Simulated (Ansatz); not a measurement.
All numbers below come from DFT PBE, scalar-relativistic, plane waves, PAW (Ansatz 0.2.0). Settings: cutoff 420 eV, Γ-centred meshes spaced at most about 0.3 Å⁻¹ (2π included), Gaussian smearing. No spin polarisation.

Temperature and zero-point effects are left out.

Two relaxed structures of AlGa2N3:

A. Space group I4/mmm (No. 139), tetragonal, a = 2.972 Å, c = 12.642 Å. Al has 6 N at 2.07–2.10 Å; around Ga lie 6 N at 2.10–2.16 Å; around N on a site of symmetry 4mm lie 1 Al at 2.07 Å and 5 Ga at 2.10–2.16 Å; N on a site of symmetry 4/mmm is surrounded by 2 Ga at 2.10 Å and 4 Al at 2.10 Å.

B. Space group P3m1 (No. 156), trigonal, a = 3.182 Å, c = 7.795 Å. Al is surrounded by 4 N at 1.90–1.93 Å; around Ga on its first site lie 4 N at 1.96–1.98 Å; Ga on its second site has 4 N at 1.96–1.97 Å; N on its first site has 4 Ga at 1.96–1.97 Å; N on its second site has 1 Al at 1.90 Å and 3 Ga at 1.96 Å; 1 more site not described.

Question: Which would you expect to be lower, and how large is the difference?

Answer: B is lower, by 0.39 eV/atom. A has Al and Ga ordered on rock salt sites, space group I4/mmm (No. 139), 9.3 Å³/atom and a gap of 1.17 eV on its mesh; B has Al and Ga ordered on zinc blende sites, space group P3m1 (No. 156), 11.4 Å³/atom and a gap of 2.14 eV. Counting N atoms around Al and Ga (those within 1.25 times the shortest such distance or 1.15 times the sum of covalent radii, 1.27 where that leaves under three), A has Al 6, Ga 6 and B has Al 4, Ga 4. The lower one is the more open, so pressure narrows the difference. Both come from invented guesses. Checks on B: no imaginary mode on a 3×3×1 q mesh.

Kohn–Sham gaps at this level usually fall short of measured ones. Cells relaxed within their symmetry can be saddle points.
